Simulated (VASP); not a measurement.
# MoSe2 in VASP: further runs, part 2 of 2

VASP 6.6.1. The steps go on from the part before.

### 4 Single point, PBE

This run uses another cell than the first one, of 22.29 Å³/atom, 0.704 times its volume.

The input, INCAR:

```
SYSTEM = MoSe2
ALGO = Normal ; DIPOL = 0.5 0.5 0.500
EDIFF = 1E-7 ; ENCUT = 400
GGA = PE ; IDIPOL = 3
ISIF = 2 ; ISMEAR = 0
LASPH = .True. ; LCHARG = .False.
LDIPOL = .True. ; LREAL = .False.
LVACPOTAV = .True. ; LVHAR = .True.
LWAVE = .False. ; NBANDS = 72
NELM = 120 ; PREC = Accurate
SIGMA = 0.05
```

The input, KPOINTS:

```
k-points
0
Gamma
  6 6 1
  0 0 0
```

The input, POSCAR:

```
MoSe2
1.0
    3.2879993385      0.0000000000      0.0000000000
   -1.6439996692      2.8474909548      0.0000000000
    0.0000000000      0.0000000000     28.5750000000
Se Mo
8 4
Direct
    0.3333333333      0.6666666666      0.1049868766
    0.3333333333      0.6666666666      0.2178477690
    0.6666666667      0.3333333334      0.3307086614
    0.6666666667      0.3333333334      0.4435695538
    0.3333333333      0.6666666666      0.5564304462
    0.3333333333      0.6666666666      0.6692913386
    0.6666666667      0.3333333334      0.7821522310
    0.6666666667      0.3333333334      0.8950131234
    0.6666666667      0.3333333334      0.1614173228
    0.3333333333      0.6666666666      0.3871391076
    0.6666666667      0.3333333334      0.6128608924
    0.3333333333      0.6666666666      0.8385826772
```

Potentials or basis: VASP PAW PBE potentials, release 64 (Se, Mo_sv).

Command:

```sh
cat potpaw_PBE.64/Se/POTCAR potpaw_PBE.64/Mo_sv/POTCAR > POTCAR
mpirun -np 1 vasp_std > vasp.out
```

OUTCAR:

```text
SYSTEM = MoSe2
   EDIFF = 1E-7
   ENCUT = 400
   GGA = PE
   ISIF = 2
   ISMEAR = 0
   LASPH = .True.
   LREAL = .False.
   NELM = 120
   PREC = Accurate

 Found      7 irreducible k-points:

 Following reciprocal coordinates:
            Coordinates               Weight
  0.000000  0.000000  0.000000      1.000000
  0.166667 -0.000000  0.000000      6.000000
  0.333333  0.000000  0.000000      6.000000
[... 493 lines left out ...]
  in kB       55.0970338     55.0970338    102.6620040      0.0000000     -0.0000000     -0.0000000
  external PRESSURE =      70.9520239 kB  Pullay stress =       0.0000000 kB

 VOLUME and BASIS-vectors are now :
 -----------------------------------------------------------------------------
  energy-cutoff  :      400.00
  volume of cell :      267.53
      direct lattice vectors                 reciprocal lattice vectors
     3.287999339  0.000000000  0.000000000     0.304136314  0.175593183  0.000000000
    -1.643999669  2.847490955  0.000000000     0.000000000  0.351186366  0.000000000
     0.000000000  0.000000000 28.575000000     0.000000000  0.000000000  0.034995626

 POSITION                                       TOTAL-FORCE (eV/Angst)
 -----------------------------------------------------------------------------------
      0.00000      1.89833      3.00000        -0.000000      0.000000     -1.245128
      0.00000      1.89833      6.22500        -0.000000     -0.000000      1.156445
      1.64400      0.94916      9.45000        -0.000000      0.000000     -1.154405
      1.64400      0.94916     12.67500         0.000000      0.000000      1.153540
      0.00000      1.89833     15.90000        -0.000000      0.000000     -1.153540
      0.00000      1.89833     19.12500         0.000000     -0.000000      1.154405
      1.64400      0.94916     22.35000         0.000000      0.000000     -1.156445
      1.64400      0.94916     25.57500         0.000000      0.000000      1.245128
      1.64400      0.94916      4.61250         0.000000      0.000000     -0.039793
      0.00000      1.89833     11.06250         0.000000     -0.000000     -0.000235
      1.64400      0.94916     17.51250        -0.000000     -0.000000      0.000235
      0.00000      1.89833     23.96250         0.000000      0.000000      0.039793
 -----------------------------------------------------------------------------------
    total drift:                               -0.000000      0.000000      0.000000

  FREE ENERGIE OF THE ION-ELECTRON SYSTEM (eV)
  ---------------------------------------------------
  free  energy   TOTEN  =       -79.4676127051 eV

  energy  without entropy=      -79.4676127051  energy(sigma->0) =      -79.46761271
```

stdout:

```text
POSCAR found type information on POSCAR SeMo
 POSCAR found :  2 types and      12 ions
 scaLAPACK will be used
 LDA part: xc-table for (Slater+PW92), standard interpolation
 POSCAR, INCAR and KPOINTS ok, starting setup
 FFT: planning ... GRIDC
[... 62 lines left out ...]
|                                                                             |
|     Did not find any points to average over, which means that no vacuum     |
|     field-free region was found. Please increase the size of  your cell     |
|     in the dimension of the dipole correction to obtain accurate            |
|     workfunction values.                                                    |
|                                                                             |
 -----------------------------------------------------------------------------
```

Run time: 1.8 min. Hardware: 1 thread of AMD EPYC 9R14 (Zen 4), shared host; peak memory 0.3 GiB.

The run converged, but some of its settings lie outside the range that counts as converged, so its numbers aren't taken as properties of the slab.

What came out:

- Free energy: -79.4676 eV
- Largest force: 1.245 eV/Å
- Band gap on the k mesh: 0.92 eV, indirect (least direct gap 1.39 eV)

Caveat: the cell's inner coordinates are idealised or old, which leaves forces on the atoms.

### 5 Single point, PBE

This run uses another cell than the first one, of 26.98 Å³/atom, 0.852 times its volume.

INCAR: that of step 4 with these lines changed.

```diff
@@ -2,3 +2,3 @@
 ALGO = Normal ; DIPOL = 0.5 0.5 0.500
-EDIFF = 1E-7 ; ENCUT = 400
+EDIFF = 1E-7 ; ENCUT = 250
 GGA = PE ; IDIPOL = 3
```

The input, KPOINTS:

```
k-points
0
Gamma
  8 8 1
  0 0 0
```

The input, POSCAR:

```
MoSe2
1.0
    3.2879993385      0.0000000000      0.0000000000
   -1.6439996692      2.8474909548      0.0000000000
    0.0000000000      0.0000000000     34.5750000000
Se Mo
8 4
Direct
    0.3333333333      0.6666666666      0.1735357918
    0.3333333333      0.6666666666      0.2668112798
    0.6666666667      0.3333333334      0.3600867679
    0.6666666667      0.3333333334      0.4533622560
    0.3333333333      0.6666666666      0.5466377440
    0.3333333333      0.6666666666      0.6399132321
    0.6666666667      0.3333333334      0.7331887202
    0.6666666667      0.3333333334      0.8264642082
    0.6666666667      0.3333333334      0.2201735358
    0.3333333333      0.6666666666      0.4067245119
    0.6666666667      0.3333333334      0.5932754881
    0.3333333333      0.6666666666      0.7798264642
```

Command:

```sh
cat potpaw_PBE.64/Se/POTCAR potpaw_PBE.64/Mo_sv/POTCAR > POTCAR
mpirun -np 1 vasp_std > vasp.out
```

Run time: 1.7 min. Hardware: 1 thread of AMD EPYC 9R14 (Zen 4), shared host; peak memory 0.21 GiB.

These settings aren't checked as converged: the numbers below hold their error.

Results:

| Item | Value |
| --- | --- |
| Free energy | -79.4109 eV |
| Largest force | 1.249 eV/Å |
| Band gap on the k mesh | 1.04 eV, indirect (least direct gap 1.66 eV) |
| Ionisation potential of the upper face | 4.90 eV |

Caveat: the cutoff is under 1.25 times the usual one of these potentials, so pressure, stress and relaxed cells hold a basis-set (Pulay) error; the cell's inner coordinates are idealised or old, which leaves forces on the atoms.

### 6 Single point, PBE

This run uses another cell than the first one, of 26.98 Å³/atom, 0.852 times its volume.

INCAR: that of step 5 with these lines changed.

```diff
@@ -2,3 +2,3 @@
 ALGO = Normal ; DIPOL = 0.5 0.5 0.500
-EDIFF = 1E-7 ; ENCUT = 250
+EDIFF = 1E-7 ; ENCUT = 400
 GGA = PE ; IDIPOL = 3
```

The input, KPOINTS:

```
k-points
0
Gamma
  6 6 1
  0 0 0
```

POSCAR is that of step 5.

Potentials or basis: VASP PAW PBE potentials, release 64 (Se, Mo_sv).

Command:

```sh
cat potpaw_PBE.64/Se/POTCAR potpaw_PBE.64/Mo_sv/POTCAR > POTCAR
mpirun -np 1 vasp_std > vasp.out
```

It took 2.7 min on 1 thread of AMD EPYC 9R14 (Zen 4), shared host; peak memory 0.34 GiB.

These settings aren't checked as converged: the numbers below hold their error.

Results:

| Property | Result |
| --- | --- |
| Free energy | -79.4697 eV |
| Largest force | 1.244 eV/Å |
| Band gap on the k mesh | 0.92 eV, indirect (least direct gap 1.39 eV) |
| Ionisation potential of the upper face | 4.90 eV |

Caveat: the cell's inner coordinates are idealised or old, which leaves forces on the atoms.
